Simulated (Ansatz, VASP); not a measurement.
**CoO in VASP and in Ansatz**

The input INCAR:

```
ALGO = Normal
EDIFF = 1E-7
ENCUT = 520
GGA = PE
ISIF = 2
ISMEAR = -1
ISPIN = 2
LASPH = True
LCHARG = False
LMAXMIX = 4
LORBIT = 11
LREAL = False
LWAVE = False
MAGMOM = 2 0
NBANDS = 18
NELM = 150
PREC = Accurate
SIGMA = 0.05
```

Contents of KPOINTS:

```
k-points
0
Gamma
  11 11 11
```

POSCAR

```
CoO
1.0
    1.4747370529      0.8514398345      2.3901185036
   -1.4747370529      0.8514398345      2.3901185036
    0.0000000000     -1.7028796690      2.3901185036
Co O
1 1
Direct
    0.0000000000      0.0000000000      0.0000000000
    0.5000000000      0.5000000000      0.5000000000
```

File input.yaml:

```yaml
crystal:
  lattice:
    - [1.4747370529, 0.8514398345, 2.3901185036]
    - [-1.4747370529, 0.8514398345, 2.3901185036]
    - [0.0, -1.702879669, 2.3901185036]
  atoms:
    - { symbol: Co, position: [0.0, 0.0, 0.0], spin: 2.0 }
    - { symbol: O, position: [0.5, 0.5, 0.5] }
hamiltonian:
  xc: pbe
  pseudopotentials: { kind: paw }
magnetization:
  spin_polarized: true
kpoints:
  mp_grid: { grid: [11, 11, 11] }
scf:
  occupations: { method: fermi_dirac, width: 0.05 }
output:
  forces: true
  stress: true
  eigenvalues: true
```

Change from the starting cell: volume scaled by 0.94.

Alike in both runs: task single point; functional PBE; k mesh 11 × 11 × 11; occupations fermi-dirac, width 0.05 eV; collinear spin, ferromagnetic start.

```csv
,VASP,Ansatz
version,VASP 6.6.1,Ansatz 0.2.0
potentials or method,"VASP PAW PBE potentials, release 64 (Co, O)",Ansatz PAW
plane-wave cutoff (eV),520,420
valence electrons in the cell,15,23
```

|  | VASP | Ansatz | Ansatz less VASP |
| --- | --- | --- | --- |
| gap on the k mesh at the Fermi level (eV) | none | none | - |
| pressure (GPa) | 10.3 | 11.4 | +1.17 |
| largest component of the traceless stress (GPa) | 0.45 | 0.48 | +0.029 |
| net moment per atom (μB) | 1.32 | 1.36 | +0.044 |
| size of the moment on the site where the two differ most (μB) | 0.24 | 0.27 | +0.035 |

Site moments also hang on the region over which each program counts them. A gap of «none» marks a metal or a gap that the smearing closes. The two sets of potentials don't hold the same shells in valence.

Caveats: a cell with one magnetic atom can't hold antiferromagnetic order, which such compounds often take; semilocal functionals often make such compounds metallic where correlation or magnetic order opens a gap, which also shifts bond lengths; the pressure holds a Pulay correction of +0.8 GPa for the finite cutoff (Ansatz).
